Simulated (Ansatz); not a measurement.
# WSe2 sheet: levels of theory

Aim: for WSe2 sheet, compare levels of theory; the runs are relaxing the atoms and single point.

Program: Ansatz 0.2.0. Level of theory: DFT PBEsol, scalar-relativistic, plane waves, PAW, and further levels as typed in the inputs. These are calculated values, not measurements.

## Step 1: The structure to begin with

The structure is hexagonal, space group P-6m2 (No. 187). The conventional cell has a = 3.282 Å, b = 3.282 Å, c = 18.000 Å, α = 90.00°, β = 90.00°, γ = 120.00°. W (site symmetry -6m2) is surrounded by 6 Se at 2.53 Å. Se (site symmetry 3m) has 3 W at 2.53 Å as nearest neighbours.

Coordinates:

```
W Se
1.0
     3.28200    0.00000    0.00000
    -1.64100    2.84230    0.00000
     0.00000    0.00000   18.00000
W Se
1 2
Direct
  0.00000 0.00000 0.50000
  0.33333 0.66667 0.59333
  0.33333 0.66667 0.40667
```

## Step 2: Relaxing the atoms: WSe2 sheet, no spin

input.yaml

```yaml
crystal:
  lattice:
    - [3.282, 0.0, 0.0]
    - [-1.641, 2.8422953752, 0.0]
    - [0.0, 0.0, 18.0]
  atoms:
    - { symbol: W, position: [0.0, 0.0, 0.5] }
    - { symbol: Se, position: [0.333333, 0.666667, 0.593333] }
    - { symbol: Se, position: [0.333333, 0.666667, 0.406667] }
scf:
  occupations: { method: gaussian, width: 0.05 }
output:
  forces: true
  stress: false
hamiltonian:
  xc: pbesol
kpoints:
  mp_grid: { grid: [12, 12, 1] }
relax:
  f_tol: 0.003
```

Command:

```
ansatz run input.yaml --threads 4 --pin off --max-ram 12288MiB --backend cpu --events-out ev --progress --plain --runs-dir out
```

Output, cut to the lines that bear on the results:

```text
Warning: the atoms were moved onto the symmetric positions of the space group found under crystal.symmetry.tolerance 1.0e-5 (fractional; no operation is sought that the atoms, as they stand in a round, miss by more than twice it, and no atom is moved by as much as it), and the run uses [...]
Warning: RAYON_NUM_THREADS=4 ignored (pool sized by the plan → 4); use --threads N
[...]
Pseudopotentials: kind: paw
Pseudopotential: W, paw, valence charge 14, recommended cutoff 420 eV (normal), W.paw.azcp
Pseudopotential: Se, paw, valence charge 16, recommended cutoff 420 eV (normal), Se.paw.azcp
Functional definition: PBEsol
[...]
Crystal: 3 atoms, lattice volume = 167.911 Å³
Basis set: ecut = 420 eV, 3325 PW (Γ), exchange–correlation on 48×48×250 points (8 copies of the dense FFT grid, shifted against one another)
Bands: 28, of which v1, the nominal top of the filled ones, is band 23 counted from 1 (22 counted from 0)
Symmetry: 12 space group operations
Space group: P-6m2 (ITA 187), of the structure as read, at distance tolerance 5.5e-5 Å
k-points: 19 of 144 (time reversal used)
[...]
SCF iter   1: F=—  HF=-21106.719835 eV  |F-HF|=—  |Δ(HF+E_count)|=         —  Δρ=3.32e-3  dr2=2.26e-2  ethr=1.77e-3  ⟨swp⟩=8.6  Hψ=2542  notcnv=0
[...]
relax step   1: F+E_penalty+E_count = -21106.72168907 eV  Δ(F+E_penalty+E_count) = +0.000e0 eV  max|allowed force component| = 2.063e-1 eV/Å  Δτ_max = 0.0000 Å  (6 SCF iters, dr2 threshold 2.25e-7 eV, accepted)
[...]
relax step   3: F+E_penalty+E_count = -21106.72412623 eV  Δ(F+E_penalty+E_count) = -2.437e-3 eV  max|allowed force component| = 2.678e-3 eV/Å  Δτ_max = 0.0119 Å  (6 SCF iters, dr2 threshold 1.00e-7 eV, accepted)
[...]
relax step   4: F+E_penalty+E_count = -21106.72412624 eV  Δ(F+E_penalty+E_count) = -6.108e-9 eV  max|allowed force component| = 2.716e-3 eV/Å  Δτ_max = 0.0000 Å  (4 SCF iters, accepted)
SCF converged after 4 iterations
Free energy (F): -21106.724126 eV
[...]
E sigma→0 (E₀):  -21106.724126 eV
Fermi energy:    2.063461 eV
[...]
--- Forces (eV/Å), atoms counted from 1 ---
  atom   1  W      0.00000000     0.00000000     0.00000000
  atom   2  Se     0.00000000    -0.00000000     0.00271634
  atom   3  Se     0.00000000    -0.00000000    -0.00271634
[...]
--- Relaxed structure (4 steps of the walk, 3 accepted, 0 SCFs on fresh bases) ---
  F+E_penalty+E_count = -21106.72412624 eV   max|allowed force component| = 2.716e-3 eV/Å
  atoms:
    - { symbol: W, position: [3.700745180069162e-17, 3.2895477418686415e-17, 0.5] }
    - { symbol: Se, position: [0.3333333333333335, 0.6666666666666669, 0.5926714374980987] }
    - { symbol: Se, position: [0.3333333333333335, 0.6666666666666669, 0.40732856250190147] }
```

Run time: 6 s. Hardware: 4 threads of Intel Xeon Platinum 8259CL at 2.50GHz (Skylake/Cascade Lake), shared host; peak memory 0.54 GiB.

Step by step:

| step | energy from step 1 (eV/cell) | largest force component (eV/Å) |
| --- | --- | --- |
| 1 | 0.0000 | 0.2063 |
| 2 | 0.0017 | 0.2761 |
| 3 | -0.0024 | 0.0027 |
| 4 | -0.0024 | 0.0027 |

Step 1 is the start. Step 2 was tried and not accepted.

## Step 3: Single point: LDA with spin-orbit coupling

It takes the final geometry of step 2.

input.yaml

```yaml
crystal:
  lattice:
    - [3.282, 0.0, 0.0]
    - [-1.641, 2.8422953752, 0.0]
    - [0.0, 0.0, 18.0]
  atoms:
    - { symbol: W, position: [0.0, 0.0, 0.5] }
    - { symbol: Se, position: [0.3333333333, 0.6666666667, 0.5926714375] }
    - { symbol: Se, position: [0.3333333333, 0.6666666667, 0.4073285625] }
scf:
  occupations: { method: gaussian, width: 0.03 }
output:
  eigenstates:
    kpoints:
      - [0.0, 0.0, 0.0]
      - [0.02, 0.02, 0.0]
      - [0.04, 0.04, 0.0]
      - [0.06, 0.06, 0.0]
      - [0.08, 0.08, 0.0]
      - [0.1, 0.1, 0.0]
      - [0.12, 0.12, 0.0]
      - [0.14, 0.14, 0.0]
      - [0.16, 0.16, 0.0]
      - [0.18, 0.18, 0.0]
      - [0.2, 0.2, 0.0]
      - [0.22, 0.22, 0.0]
      - [0.24, 0.24, 0.0]
      - [0.26, 0.26, 0.0]
      - [0.28, 0.28, 0.0]
      - [0.3, 0.3, 0.0]
      - [0.32, 0.32, 0.0]
      - [0.34, 0.34, 0.0]
      - [0.36, 0.36, 0.0]
      - [0.38, 0.38, 0.0]
      - [0.4, 0.4, 0.0]
      - [0.42, 0.42, 0.0]
      - [0.44, 0.44, 0.0]
      - [0.46, 0.46, 0.0]
      - [0.48, 0.48, 0.0]
      - [0.5, 0.5, 0.0]
      - [0.323333, 0.323333, 0.0]
      - [0.325333, 0.325333, 0.0]
      - [0.327333, 0.327333, 0.0]
      - [0.329333, 0.329333, 0.0]
      - [0.331333, 0.331333, 0.0]
      - [0.333333, 0.333333, 0.0]
      - [0.335333, 0.335333, 0.0]
      - [0.337333, 0.337333, 0.0]
      - [0.339333, 0.339333, 0.0]
      - [0.341333, 0.341333, 0.0]
      - [0.343333, 0.343333, 0.0]
      - [0.336833, 0.329833, 0.0]
      - [0.340333, 0.326333, 0.0]
      - [0.343833, 0.322833, 0.0]
      - [0.347333, 0.319333, 0.0]
      - [0.350833, 0.315833, 0.0]
      - [0.01, 0.01, 0.0]
      - [0.03, 0.03, 0.0]
      - [0.05, 0.05, 0.0]
      - [0.01, 0.0, 0.0]
      - [0.02, 0.0, 0.0]
      - [0.03, 0.0, 0.0]
      - [0.04, 0.0, 0.0]
      - [0.05, 0.0, 0.0]
      - [0.06, 0.0, 0.0]
      - [0.07, 0.0, 0.0]
hamiltonian:
  xc: lda
kpoints:
  mp_grid: { grid: [12, 12, 1] }
magnetization:
  noncollinear: true
  spin_orbit: true
```

Command:

```
ansatz run input.yaml --threads 4 --pin off --max-ram 12288MiB --backend cpu --events-out ev --progress --plain --runs-dir out
```

Output, cut to the lines that bear on the results:

```text
Warning: RAYON_NUM_THREADS=4 ignored (pool sized by the plan → 4); use --threads N
[...]
Pseudopotentials: kind: paw_fr
Pseudopotential: W, paw_fr, valence charge 14, recommended cutoff 420 eV (normal), W.paw.azcp#standard-fr
Pseudopotential: Se, paw_fr, valence charge 16, recommended cutoff 420 eV (normal), Se.paw.azcp#standard-fr
Functional definition: SPW92
[...]
non-collinear run that drives no moment, with spin-orbit: no starting moment large enough to seed its density (crystal.atoms[].spin), no starting occupations that ask for one, no magnetisation constraint and no magnetic field, so the semilocal B_xc is pinned to zero
Crystal: 3 atoms, lattice volume = 167.911 Å³
Basis set: ecut = 420 eV, 3325 PW (Γ)
Bands: 56, of which v1, the nominal top of the filled ones, is band 46 counted from 1 (45 counted from 0)
Symmetry: 12 space group operations + 12 with time reversal
[...]
SCF iter   1: F=—  HF=-20922.341710 eV  |F-HF|=—  |Δ(HF+E_count)|=         —  Δρ=1.98e-2  dr2=1.22e0  dr2_m=0.00e0 (ungated)  ethr=2.63e-3  |M|=0.00e0 ∫|m|=0.00e0 μB  |m|>n=0.0e0 m-floor=0.0e0 τ_xc=0.0e0  β_m=0.30  ⟨swp⟩=1.1  Hψ=6962  notcnv=0
[...]
SCF iter   9: F=-20921.978936 eV  HF=-20921.978936 eV  |F-HF|=5.42e-9  |Δ(HF+E_count)|=   4.90e-8  Δρ=1.27e-6  dr2=6.39e-9  dr2_m=0.00e0 (ungated)  ethr=2.17e-10  |M|=0.00e0 ∫|m|=0.00e0 μB  |m|>n=0.0e0 m-floor=0.0e0 τ_xc=0.0e0  ⟨swp⟩=11.7  Hψ=3613  notcnv=0
[...]
NSCF: frozen V_eff on 52 k-points
SCF converged after 9 iterations
Magnetization: |M| = 0.0000 μB,  M = (+0.0000, +0.0000, +0.0000) μB
Absolute magnetization: 0.0000 μB (∫|m|)
  site 0: m = (+0.0000, +0.0000, +0.0000) μB, |m| = 0.0000 μB  (R = 1.04 Å)
  site 1: m = (+0.0000, +0.0000, +0.0000) μB, |m| = 0.0000 μB  (R = 1.04 Å)
  site 2: m = (+0.0000, +0.0000, +0.0000) μB, |m| = 0.0000 μB  (R = 1.04 Å)
Free energy (F): -20921.978936 eV
[...]
E sigma→0 (E₀):  -20921.978936 eV
Fermi energy:    1.955580 eV
[...]
--- Band table (eV; the first three rows and the last of 19) ---
[...]
```

It took 34 s on 4 threads of Intel Xeon Platinum 8259CL at 2.50GHz (Skylake/Cascade Lake), shared host; peak memory 1.2 GiB.

## Step 4: Single point: r2SCAN with spin-orbit coupling

It takes the final geometry of step 2.

input.yaml, as its differences from that of step 3:

```diff
@@ -67,3 +67,3 @@
 hamiltonian:
-  xc: lda
+  xc: r2scan
 kpoints:
```

Command:

```
ansatz run input.yaml --threads 4 --pin off --max-ram 12288MiB --backend cpu --events-out ev --progress --plain --runs-dir out
```

Output, cut to the lines that bear on the results:

```text
Warning: RAYON_NUM_THREADS=4 ignored (pool sized by the plan → 4); use --threads N
[...]
Pseudopotentials: kind: paw_fr
Pseudopotential: W, paw_fr, valence charge 14, recommended cutoff 500 eV (meta_gga), W.paw.azcp#standard-fr
Pseudopotential: Se, paw_fr, valence charge 16, recommended cutoff 500 eV (meta_gga), Se.paw.azcp#standard-fr
Functional definition: r2SCAN
[...]
non-collinear run that drives no moment, with spin-orbit: no starting moment large enough to seed its density (crystal.atoms[].spin), no starting occupations that ask for one, no magnetisation constraint and no magnetic field, so the semilocal B_xc is pinned to zero
Crystal: 3 atoms, lattice volume = 167.911 Å³
Basis set: ecut = 500 eV, 4187 PW (Γ), exchange–correlation on 96×96×540 points (64 copies of the dense FFT grid, shifted against one another)
Bands: 56, of which v1, the nominal top of the filled ones, is band 46 counted from 1 (45 counted from 0)
[...]
SCF iter   1: F=—  HF=-21324.540131 eV  |F-HF|=—  |Δ(HF+E_count)|=         —  Δρ=1.99e-2  dr2=9.21e-1  dr2_τ=9.17e-3  dr2_m=0.00e0 (ungated)  ethr=2.01e-3  |M|=0.00e0 ∫|m|=0.00e0 μB  |m|>n=0.0e0 m-floor=0.0e0 τ_xc=0.0e0  β_m=0.30  ⟨swp⟩=1.2  Hψ=7108  notcnv=0
[...]
SCF iter   8: F=-21324.510491 eV  HF=-21324.510490 eV  |F-HF|=2.66e-8  |Δ(HF+E_count)|=   8.69e-7  Δρ=5.19e-6  dr2=2.21e-8  dr2_τ=5.92e-10  dr2_m=0.00e0 (ungated)  ethr=2.17e-10  |M|=0.00e0 ∫|m|=0.00e0 μB  |m|>n=0.0e0 m-floor=0.0e0 τ_xc=0.0e0  ⟨swp⟩=11.2  Hψ=4931  notcnv=0
[...]
NSCF: frozen V_eff on 52 k-points
SCF converged after 8 iterations
Magnetization: |M| = 0.0000 μB,  M = (+0.0000, +0.0000, +0.0000) μB
Absolute magnetization: 0.0000 μB (∫|m|)
  site 0: m = (+0.0000, +0.0000, +0.0000) μB, |m| = 0.0000 μB  (R = 1.04 Å)
  site 1: m = (+0.0000, +0.0000, +0.0000) μB, |m| = 0.0000 μB  (R = 1.04 Å)
  site 2: m = (+0.0000, +0.0000, +0.0000) μB, |m| = 0.0000 μB  (R = 1.04 Å)
Free energy (F): -21324.510491 eV
[...]
E sigma→0 (E₀):  -21324.510491 eV
Fermi energy:    2.122218 eV
[...]
--- Band table (eV; the first three rows and the last of 19) ---
[...]
```

Wall time 82 s (4 threads of Intel Xeon Platinum 8259CL at 2.50GHz (Skylake/Cascade Lake), shared host); peak memory 1.7 GiB.

## Step 5: Summary of results

```
step                            level  energy (eV)  gap on the mesh (eV)  time
   2                           PBEsol   -21106.724                   n/a   6 s
   3     LDA with spin-orbit coupling   -20921.979                  1.34  34 s
   4  r2SCAN with spin-orbit coupling   -21324.510                  1.47  82 s
```

Totals of different systems or levels have different zeros; only balanced differences at one level mean anything.

In words: The rows set the runs side by side; convergence of the settings was not tested in this session.

The gaps are Kohn-Sham values of a semilocal functional, not quasiparticle or optical gaps. Such gaps usually fall short of the measured ones.
